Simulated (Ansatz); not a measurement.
Reactions of `C=C=C(C)BCl`.

Calculated with Ansatz (gas phase, PBE0-D4/def2-TZVP geometries, no zero-point term in ΔE). CCSD(T)/CBS is the MP2 limit (def2-TZVPP, def2-QZVPP) plus CCSD(T) − MP2 in def2-TZVPP, frozen cores. This one scheme is used for every species. Elements past krypton have def2 core potentials. For I, Se, Te outer-core shells are correlated without core-valence functions, which leaves a few kJ/mol of doubt a bond. Scalar relativity is left out up to krypton. One conformer a species, not always the lowest.

(1) Order these by ΔE at CCSD(T)/CBS, lowest first. (Best estimate.)
A. `C=C=C(C)BCl` + H–F → `C=C=C(C)F` + `BCl`
B. `C=C=C(C)BCl` + H₂Se → `ClB[SeH]` + `C=C=CC`
C. `C=C=C(C)BCl` + H₂Te → `ClB[TeH]` + `C=C=CC`
D. `C=C=C(C)BCl` + `CCNC` → `CCN(C)BCl` + `C=C=CC`
E. `C=C=C(C)BCl` + `CC(=O)O` → `CC(=O)OBCl` + `C=C=CC`
F. `C=C=C(C)BCl` + HI → `C=C=C(C)I` + `BCl`

Largest T1 diagnostic: 0.015, for `CC(=O)O`.

## Answers

(1) D (-109.7 kJ/mol), E (-61.0 kJ/mol), B (-35.2 kJ/mol), C (-21.8 kJ/mol), F (+79.4 kJ/mol), A (+132.1 kJ/mol).
